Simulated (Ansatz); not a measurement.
# Mg: the cost of one run

Method: DFT PBEsol, scalar-relativistic, plane waves, PAW, in Ansatz 0.2.0.

## 1. The starting structure

Symmetry: P6/mmm, No. 191, hexagonal system. Conventional cell: a = 3.050 Å, b = 3.050 Å, c = 3.045 Å, α = 90.00°, β = 90.00°, γ = 120.00°. Mg (site symmetry 6/mmm) is surrounded by 8 Mg at 3.04 to 3.05 Å.

Structure file:

```xyz
1
Lattice="3.0503 0.0000 0.0000 -1.5251 2.6416 0.0000 0.0000 0.0000 3.0448" Properties=species:S:1:pos:R:3 pbc="T T T"
Mg    0.0000    0.0000    0.0000
```

The structure comes from the Materials Project (structure only).

## 2. A change within a subgroup

What differs from the listed cell: strain xx, yy, zz, yz, xz, xy = -1.7, +1.0, +1.6, -1.1, +0.0, +0.0 %.

Contents of input.yaml:

```yaml
crystal:
  lattice:
    - [2.9979871589, 0.0, 0.0]
    - [-1.4989935795, 2.6685289822, -0.0295070866]
    - [0.0, -0.0340108357, 3.0920934491]
  atoms:
    - { symbol: Mg, position: [0.0, 0.0, 0.0] }
basis:
  ecutwfc: 420
kpoints:
  mp_grid: { grid: [14, 14, 12] }
hamiltonian:
  xc: pbesol
scf:
  occupations: { method: gaussian, width: 0.1 }
output:
  forces: true
  stress: true
  eigenvalues: true
  populations: true
  write_density: true
  write_potential: true
  elf: true
  volumetric_format: npy
```

The run is started by

```console
$ ansatz run input.yaml --threads 1 --pin off --max-ram 1331MiB --backend cpu --events-out ev --progress --plain --runs-dir out
```

What time and memory should one allow on 1 thread of an x86-64 CPU, shared host?

About 17 s, with a peak of 0.42 GiB.
